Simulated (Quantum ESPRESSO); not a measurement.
HfC: zone-centre phonons under several settings

```
Hf C
1.0
     0.00000    2.32500    2.32500
     2.32500    0.00000    2.32500
     2.32500    2.32500    0.00000
Hf C
1 1
Direct
  0.50000 0.50000 0.50000
  0.00000 0.00000 0.00000
```

All runs used Quantum ESPRESSO 7.5; k mesh 10 × 10 × 10; relaxed cell; no spin polarisation; cutoff 612 eV; occupations cold, width 0.2 eV.

```csv
level,potentials,volume (Å³/atom),pressure (GPa),lowest optical mode without the field (cm⁻¹)
LDA,GBRV 1.5 LDA,11.99,-0.1,464
PBE,GBRV 1.5 PBE,?,0.0,?
PBEsol,GBRV 1.5 PBEsol,12.25,-0.1,451
AM05,GBRV 1.5 PBE,12.22,-0.1,457
WC,GBRV 1.5 PBE,12.31,0.0,447
RPBE,GBRV 1.5 PBE,12.77,0.0,407
vdW-DF-cx,GBRV 1.5 PBE,12.25,-0.1,455
```

What stands in the row left open?

Volume 12.59 Å³/atom; lowest optical mode without the field 421 cm⁻¹.

Caveats: the potentials were made for another functional, which shifts forces and pressure (some runs).
